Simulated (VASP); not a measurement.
Input of a VASP 6.6.1 run:

Contents of INCAR:

```
PREC = Accurate
ENCUT = 520
EDIFF = 1E-8
ISMEAR = -1
SIGMA = 0.01
LREAL = False
LASPH = True
NELM = 100
ALGO = Normal
ISIF = 2
LWAVE = False
LCHARG = False
GGA = PE
LEFG = True
NBANDS = 16
```

The input KPOINTS:

```
regular mesh
0
Gamma
  8 8 8
```

Contents of POSCAR:

```
CdS
1.0
    0.0000000000      2.8904692102      2.8904692102
    2.8904692102      0.0000000000      2.8904692102
    2.8904692102      2.8904692102      0.0000000000
Cd S
1 1
Direct
    0.0000000000      0.0000000000      0.0000000000
    0.7500000000      0.7500000000      0.7500000000
```

Potentials or basis: VASP PAW PBE potentials, release 64 (Cd, S).

Command:

```bash
$ cat potpaw_PBE.64/Cd/POTCAR potpaw_PBE.64/S/POTCAR > POTCAR
$ mpirun -np 1 vasp_std > vasp.out
```

(1) Predict the band gap on the k mesh.

(2) What does it give for the pressure?

## Answers

(1) 1.21 eV, direct.

(2) 5.1 GPa.
